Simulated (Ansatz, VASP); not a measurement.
**One calculation of Sn, two programs**

File INCAR:

```
SYSTEM = Sn
  PREC = Accurate
  ENCUT = 520
  EDIFF = 1E-6
  ISMEAR = -1
  SIGMA = 0.1
  LREAL = .False.
  LASPH = .True.
  NELM = 80
  ALGO = Normal
  ISIF = 2
  LWAVE = .False.
  LCHARG = .False.
  GGA = PS
  NBANDS = 13
```

The input KPOINTS:

```
regular mesh
0
Gamma
  11 11 11
  0 0 0
```

File POSCAR:

```
Sn
1.0
   -1.9675936801      1.9675936801      1.9675936801
    1.9675936801     -1.9675936801      1.9675936801
    1.9675936801      1.9675936801     -1.9675936801
Sn
1
Direct
    0.0000000000      0.0000000000      0.0000000000
```

Input for Ansatz:

```yaml
crystal:
  lattice:
    - [-1.967593680082292, 1.967593680082292, 1.967593680082292]
    - [1.967593680082292, -1.967593680082292, 1.967593680082292]
    - [1.967593680082292, 1.967593680082292, -1.967593680082292]
  atoms:
    - { symbol: Sn, position: [0.0, 0.0, 0.0] }
basis:
  ecutwfc: 420.0
kpoints:
  mp_grid:
    grid: [11, 11, 11]
hamiltonian:
  xc: pbesol
  pseudopotentials:
    kind: paw
scf:
  occupations:
    method: fermi_dirac
output:
  stress: true
```

This isn't the form of Sn at room conditions, which is tetragonal (white tin).

Alike in both runs: task single point; functional PBEsol; k mesh 11 × 11 × 11; no spin polarisation.

|  | VASP | Ansatz |
| --- | --- | --- |
| version | VASP 6.6.1 | Ansatz 0.2.0 |
| potentials or method | VASP PAW PBE potentials, release 64 (Sn_d) | plane waves, PAW |
| plane-wave cutoff (eV) | 520 | 420 |
| occupations | fermi-dirac, width 0.1 eV | fermi-dirac |
| valence electrons in the cell | 14 | 14 |

```tsv
	VASP	Ansatz	Ansatz less VASP
pressure (GPa)	-5.8	-5.7	+0.05
```

Caveats: the PAW data sets were made with another functional, which shifts forces and pressure a little (VASP).
